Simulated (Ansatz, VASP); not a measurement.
## One calculation of Gd, two programs

Contents of POSCAR:

```
Gd
1.0
    3.6395052102      0.0000000000      0.0000000000
   -1.8197526051      3.1519039692      0.0000000000
    0.0000000000      0.0000000000      5.9110370954
Gd
2
Direct
    0.3333333333      0.6666666667      0.2500000000
    0.6666666667      0.3333333333      0.7500000000
```

The input INCAR.step1:

```
ALGO = Normal
EDIFF = 1E-4
ENCUT = 520
GGA = PE
ISMEAR = -1
ISPIN = 2
LASPH = True
LCHARG = False
LMAXMIX = 6
LREAL = False
LWAVE = True
MAGMOM = 7.588 7.588
NBANDS = 29
NELM = 150
PREC = Accurate
SIGMA = 0.05
```

File INCAR.step2:

```
ALGO = Normal
EDIFF = 1E-6
ENCUT = 520
ISIF = 2
ISMEAR = -1
ISPIN = 2
ISTART = 1
LASPH = True
LCHARG = False
LMAXMIX = 6
LMIXTAU = True
LORBIT = 11
LREAL = False
LWAVE = False
MAGMOM = 7.588 7.588
METAGGA = R2SCAN
NBANDS = 29
NELM = 150
PREC = Accurate
SIGMA = 0.05
```

Contents of KPOINTS:

```
k-points
0
Gamma
  4 4 2
```

Input for Ansatz:

```yaml
crystal:
  lattice:
    - [3.6395052102, 0.0, 0.0]
    - [-1.8197526051, 3.1519039692, 0.0]
    - [0.0, 0.0, 5.9110370954]
  atoms:
    - { symbol: Gd, position: [0.3333333333, 0.6666666667, 0.25], spin: 7.588 }
    - { symbol: Gd, position: [0.6666666667, 0.3333333333, 0.75], spin: 7.588 }
hamiltonian:
  xc: r2scan
  pseudopotentials:
    kind: paw
    azcp:
      Gd: "pseudopotentials/Gd.paw.azcp"
basis:
  ecutwfc: 500
  fft_grid_basis: typed
kpoints:
  mp_grid: { grid: [4, 4, 2], shift: [0, 0, 0] }
magnetization:
  spin_polarized: true
scf:
  occupations: { method: fermi_dirac, width: 0.05 }
  lower_state_search: "off"
output:
  stress: true
```

Alike in both runs: task single point; functional r2SCAN; k mesh 4 × 4 × 2; occupations fermi-dirac, width 0.05 eV; collinear spin.

```csv
,VASP,Ansatz
version,VASP 6.6.1,Ansatz 0.2.0
potentials or method,"VASP PAW PBE potentials, release 64 (Gd)","plane waves (500 eV) with PAW, scalar-relativistic"
plane-wave cutoff (eV),520,500
valence electrons in the cell,36,36
```

|  | VASP | Ansatz | Ansatz less VASP |
| --- | --- | --- | --- |
| pressure (GPa) | -0.1 | 0.0 | +0.10 |
| largest component of the traceless stress (GPa) | 0.93 | 0.90 | -0.023 |
| net moment per atom (μB) | 8.07 | 8.08 | +0.007 |
| size of the moment on the site where the two differ most (μB) | 7.13 | 7.67 | +0.546 |

Site moments also hang on the region over which each program counts them. Ansatz warned: «stability_check_not_made».

Caveats: the k mesh is coarse (spacing up to 0.53 Å⁻¹), so the values aren't converged; the PAW data sets were made with another functional, which shifts forces and pressure a little (VASP). The state reached can hang on the start; a lower one may exist.
